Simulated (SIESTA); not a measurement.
PbS (Galena) in SIESTA: the effect of basis

The system is PbS (Galena).

```
Pb S
1.0
     0.00000    2.96575    2.96575
     2.96575    0.00000    2.96575
     2.96575    2.96575    0.00000
Pb S
1 1
Direct
  0.00000 0.00000 0.00000
  0.50000 0.50000 0.50000
```

Alike in all runs:

```yaml
Program: SIESTA 5.4.2
Task: single point
Functional: PBE
Potentials_or_basis: PseudoDojo 0.4 standard (PBE files)
Grid_cutoff: 500 Ry
Energy_shift: 0.003 Ry
k_mesh: 8 × 8 × 8
Occupations: fermi-dirac, width 0.05 eV
Spin: no spin polarisation
```

| basis | gap on the mesh (eV) | pressure (GPa) |
| --- | --- | --- |
| SZ | ? | ? |
| SZP | 0.62 | 4.0 |
| DZ | 0.61 | 4.7 |
| DZP | 0.41 | 3.0 |
| DZDP | 0.38 | 3.1 |
| TZP | 0.43 | 2.5 |
| TZDP | 0.40 | 2.4 |

**Question.** What does the run with basis SZ give?

**Answer.** gap on the mesh 0.59 eV; pressure 6.6 GPa.

Caveats: spin-orbit coupling is left out, which as a rule narrows the gap of such compounds by several tenths of an eV; the basis of atomic orbitals isn't converged, which shifts pressures, moduli and gaps; the basis has no polarisation orbitals (some runs).

A k mesh can miss the band edges.
